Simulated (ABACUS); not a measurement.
Wanted: the native input for an ABACUS 3.10.1 run.

```
Task                                          : single point
Functional                                    : PBE
Potentials or basis                           : PseudoDojo NC SR 0.4.1 PBE standard
Cutoff                                        : 1361 eV
Density cutoff                                : 5442 eV
Basis                                         : DZP LCAO (the cutoffs set its grid)
k mesh                                        : 10 × 10 × 10
Occupations                                   : fermi-dirac, width 0.05 eV
Spin                                          : no spin polarisation
Orbital files                                 : As As_confined-atom_7au_2s2p2d.orb, B B_confined-atom_7au_2s2p1d.orb
Radial cutoff of the potentials (pseudo_rcut) : 10 bohr
SCF threshold on the density                  : 1e-07
Max SCF steps                                 : 100
Eigensolver                                   : genelpa
Mixing                                        : broyden
Mixing share                                  : 0.7
Symmetry key                                  : 1
Bands                                         : 13
```

Crystal: BAs.

```xyz
2
Lattice="0.0000 2.3885 2.3885 2.3885 0.0000 2.3885 2.3885 2.3885 0.0000" Properties=species:S:1:pos:R:3 pbc="T T T"
As    3.5827    3.5827    3.5827
B     0.0000    0.0000    0.0000
```

These files were run (other wordings do the same):

INPUT

```
INPUT_PARAMETERS
suffix              BAs
calculation         scf
basis_type          lcao
pseudo_dir          ./
orbital_dir         ./
symmetry            1
dft_functional      pbe
ecutwfc             100
pseudo_rcut         10
nspin               1
nbands              13
ks_solver           genelpa
smearing_method     fd
smearing_sigma      0.00367493
scf_thr             1e-07
scf_nmax            100
mixing_type         broyden
mixing_beta         0.7
cal_force           1
cal_stress          1
out_mul             1
```

STRU

```
ATOMIC_SPECIES
As 74.9216 As.upf
B 10.8100 B.upf

NUMERICAL_ORBITAL
As_confined-atom_7au_2s2p2d.orb
B_confined-atom_7au_2s2p1d.orb

LATTICE_CONSTANT
1.8897261246

LATTICE_VECTORS
0.0000000000 2.3885000000 2.3885000000
2.3885000000 0.0000000000 2.3885000000
2.3885000000 2.3885000000 0.0000000000

ATOMIC_POSITIONS
Direct

As
0.0
1
0.7500000000 0.7500000000 0.7500000000 1 1 1

B
0.0
1
0.0000000000 0.0000000000 0.0000000000 1 1 1
```

KPT

```
K_POINTS
0
Gamma
10 10 10 0 0 0
```

Potentials or basis: PseudoDojo NC SR 0.4.1 PBE standard, DZP LCAO (the cutoffs set its grid).

The run is started by

```sh
$ OMP_NUM_THREADS=1 mpirun -np 4 abacus > log
```

It gave:

```yaml
Pressure: 5.6 GPa
Band_gap_on_the_k_mesh: 1.24 eV, indirect (least direct gap 3.32 eV)
Mulliken_charges: As +0.22; B -0.22 e
```

Caveat: the atomic orbitals were generated for these runs and aren't a published set; Mulliken charges move with the basis; the basis of atomic orbitals isn't converged, which shifts pressures, moduli and gaps.

Wall time 3.5 s on 4 MPI ranks on INTEL(R) XEON(R) PLATINUM 8581C CPU @ 2.10GHz (Emerald Rapids), on a shared host, peak memory 0.36 GiB a rank.
